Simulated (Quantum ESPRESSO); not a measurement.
Crystal: CoO.

```xyz
2
Lattice="0.0000 2.3436 2.3436 2.3436 0.0000 2.3436 2.3436 2.3436 0.0000" Properties=species:S:1:pos:R:3 pbc="T T T"
Co    0.0000    0.0000    0.0000
O     1.1718    1.1718    1.1718
```

Measurements of this composition are mostly on another form, of space group No. 225.

Base run:

* Program: Quantum ESPRESSO 7.5
* Functional: PW91
* Potentials or basis: PseudoDojo 0.4 SR PBEsol stringent
* Cutoff: 1415 eV
* Density cutoff: 5660 eV
* k mesh: 7 × 7 × 7
* Occupations: gaussian, width 0.05 eV
* Spin: collinear spin, ferromagnetic start
* Starting moments: [3.0, 0.0] μB
* Hubbard terms: Co d U = 2 eV

Its results: band gap on the k mesh 0.39 eV, direct; pressure -6.7 GPa; net moment 3.00 μB per cell; site moments Co +2.46; O +0.25 μB.

**Question.** After a change of settings the same cell gave: band gap on the k mesh 0.12 eV, direct; pressure -18.0 GPa; net moment 3.00 μB per cell; site moments Co +2.41; O +0.29 μB. Which change was it?
A. functional from PW91 to RPBE
B. functional from PW91 to revPBE
C. functional from PW91 to LDA
D. functional from PW91 to PBEsol

**Answer.** C.

LDA binds more tightly than PW91, so the same cell stands under less pressure.

Caveats: the potentials were made for another functional, which shifts forces and pressure; an odd mesh through Γ misses points on the zone boundary, where band edges often lie; a cell with one magnetic atom can't hold antiferromagnetic order, which such compounds often take.

Runs at the PBE level aren't shown here.
